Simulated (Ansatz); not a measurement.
**Cu: element swaps in one structure**

An exercise on one series of results from a longer session: the logs are not shown, and one member is left open.

Method: DFT PBE, scalar-relativistic, plane waves, PAW, in Ansatz 0.2.0.

**The structure to begin with**

Symmetry: I4/mmm, No. 139, tetragonal system. The conventional cell has a = 2.951 Å, b = 2.951 Å, c = 2.759 Å, α = 90.00°, β = 90.00°, γ = 90.00°. Cu (site symmetry 4/mmm) is surrounded by 10 Cu at 2.50 to 2.76 Å.

As a file:

```
CELL_PARAMETERS angstrom
-1.47553 1.47553 1.37956
1.47553 -1.47553 1.37956
1.47553 1.47553 -1.37956
ATOMIC_POSITIONS crystal
Cu 0.00000 0.00000 0.00000
```

It goes back to an entry of the Materials Project, which need not be the stable form.

This cell was relaxed beforehand with the same method: volume 12.01 Å³/atom, gap on the mesh none (metal).

The first run:

input.yaml reads:

```yaml
crystal:
  lattice:
    - [-1.5798850211, 1.5798850211, 1.4771218122]
    - [1.5798850211, -1.5798850211, 1.4771218122]
    - [1.5798850211, 1.5798850211, -1.4771218122]
  atoms:
    - { symbol: Pb, position: [0.0, 0.0, 0.0] }
basis:
  ecutwfc: 420
kpoints:
  mp_grid: { grid: [8, 8, 8] }
hamiltonian:
  xc: pbe
scf:
  occupations: { method: gaussian, width: 0.1 }
output:
  forces: true
  stress: true
  eigenvalues: true
```

Launch:

```
> ansatz run input.yaml --threads 1 --pin off --max-ram 1331MiB --backend cpu --events-out ev --progress --plain --runs-dir out
```

Steps of the session up to this table: Probe: one point at the start (Pb); Coarse relaxation (Pb); Relaxing cell and atoms (Pb); Quick check of gap, pressure and forces (Tl); Coarse relaxation (Tl); The relaxation (Tl).

One table of the session follows, with a row left open; its other results are not shown here.

Lengths are those of the vectors of the cell that was run:

```
   swap  volume (Å³/atom)  a (Å)  b (Å)  c (Å)  moment (μB/cell)
   none             12.01  2.502  2.502  2.502              0.00
Cu → Co             11.07  2.436  2.436  2.436              1.73
Cu → Ni                 ?      ?      ?      ?                 ?
Cu → Ag             18.01  2.869  2.869  2.869              0.00
Cu → Ba             63.44  4.352  4.352  4.352              0.00
Cu → Pb             32.05  3.489  3.489  3.489              0.00
Cu → Tl             31.42  3.443  3.443  3.443              0.00
```

**Question.** Estimate the row for Cu → Ni.

The run gave: volume (Å³/atom): 11.01; a (Å): 2.440; b (Å): 2.440; c (Å): 2.440; moment (μB/cell): 0.61. In the column «volume (Å³/atom)» it is the lowest.

Lengths are those of the computed cell. Rows of earlier swaps come from the sessions before.
